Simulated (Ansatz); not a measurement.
# PbO2: how the settings move a single-point run

Question: which choices in the input matter for PbO2? The cell is built on a prototype (fluorite) and needn't be the phase found in nature.

Program: Ansatz 0.2.0. Level of theory: reference: DFT, PBEsol, plane waves, PAW. These are calculated values, not measurements.

2 further runs of the same task are left out: 2 that didn't finish.

### 1 The system as given

The structure is cubic, space group Fm-3m (No. 225). The conventional cell has a = 5.316 Å, b = 5.316 Å, c = 5.316 Å, α = 90.00°, β = 90.00°, γ = 90.00°. Pb (site symmetry m-3m) is surrounded by 8 O at 2.30 Å. O (site symmetry -43m) has 4 Pb at 2.30 Å as nearest neighbours.

Structure file:

```cif
data_structure
_symmetry_space_group_name_H-M 'P 1'
_symmetry_Int_Tables_number 1
_cell_length_a 3.7592
_cell_length_b 3.7592
_cell_length_c 3.7592
_cell_angle_alpha 60.000
_cell_angle_beta 60.000
_cell_angle_gamma 60.000
_cell_volume 37.56
loop_
_atom_site_label
_atom_site_type_symbol
_atom_site_fract_x
_atom_site_fract_y
_atom_site_fract_z
_atom_site_occupancy
Pb1 Pb 0.00000 0.00000 0.00000 1
O1 O 0.25000 0.25000 0.25000 1
O2 O 0.75000 0.75000 0.75000 1
```

### 2 The reference run

The input, input.yaml:

```yaml
crystal:
  lattice:
    - [0.0, 2.6581699692, 2.6581699692]
    - [2.6581699692, 0.0, 2.6581699692]
    - [2.6581699692, 2.6581699692, 0.0]
  atoms:
    - { symbol: Pb, position: [0.0, 0.0, 0.0] }
    - { symbol: O, position: [0.25, 0.25, 0.25] }
    - { symbol: O, position: [0.75, 0.75, 0.75] }
kpoints:
  mp_grid: { grid: [6, 6, 6] }
hamiltonian:
  xc: pbesol
scf:
  occupations: { method: fermi_dirac, width: 0.02 }
  n_extra_bands: 4
output:
  forces: true
  stress: true
  eigenvalues: true
```

Command:

```sh
ansatz run input.yaml --threads 4 --pin off --max-ram 3686MiB --backend cpu --events-out ev --progress --plain --runs-dir out
```

### 3 Changed: occupations.method methfessel_paxton, occupations.width 0.001

input.yaml, as its differences from that of step 2:

```diff
@@ -14,3 +14,3 @@
 scf:
-  occupations: { method: fermi_dirac, width: 0.02 }
+  occupations: { method: methfessel_paxton, width: 0.001 }
   n_extra_bands: 4
```

Q: Predict the outcome of this session. Wanted: for each run, ending; energy change; pressure; gap; force.

The runs gave:

```csv
run,ending,energy change,pressure (GPa),gap (eV),force (eV/Å),cycles,time
reference,converged,0,0.9,0.00,0.00,6,0.88 s
"1: occupations.method methfessel_paxton, occupations.width 0.001",converged,+0.1 meV/atom (σ→0),0.9,0.00,0.00,8,0.99 s
```

Residual by cycle in the longest SCF loop of each run; runs are numbered as in the table. The quantity is the density residual dr2, in eV.

```csv
cycle,reference,run 1
1,0.0602,0.0602
2,0.012,0.0197
3,3.8e-4,0.0151
4,2.8e-5,0.00924
5,1.2e-6,0.00105
6,2.9e-8,1.1e-5
7,-,4.7e-8
8,-,8.2e-10
```

Changing the smearing hardly moves the energy: +0.1 meV/atom. Cost: 8 SCF cycles against 6. Semilocal functionals close small gaps, so the missing gap need not be the real solid's.
